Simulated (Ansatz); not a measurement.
A run of Ansatz 0.2.0:

Contents of input.yaml:

```yaml
crystal:
  lattice:
    - [0.0, 1.9417396906, 1.9651051623]
    - [1.4984397099, 0.0, 1.9651051623]
    - [1.4984397099, 1.9417396906, 0.0]
  atoms:
    - { symbol: Fe, position: [0.0, 0.0, 0.0], spin: 3.0 }
hamiltonian:
  xc: blyp
  pseudopotentials: { kind: paw }
  dispersion: d4
magnetization:
  spin_polarized: true
kpoints:
  mp_grid: { grid: [13, 13, 13] }
scf:
  occupations: { method: fermi_dirac, width: 0.05 }
output:
  forces: true
  stress: true
  eigenvalues: true
relax:
  f_tol: 0.01
  max_steps: 40
  cell: { stress_tol: 0.05 }
```

Potentials or basis: Ansatz PAW.

Run with:

```sh
$ ansatz run input.yaml --threads 2 --pin off --max-ram 5632MiB --backend cpu --events-out ev --progress --plain --runs-dir out
```

Hardware: 2 threads of AMD EPYC 9R45 96-Core Processor (Zen 5), on a shared host.

Task: How long does it take, and how much memory?

Result: Run time: 18 s on 2 threads of AMD EPYC 9R45 96-Core Processor (Zen 5), on a shared host, peak memory 0.49 GiB. Counts: scf iterations 63, plane waves 225, k points 343, bands 14, ion steps 8.
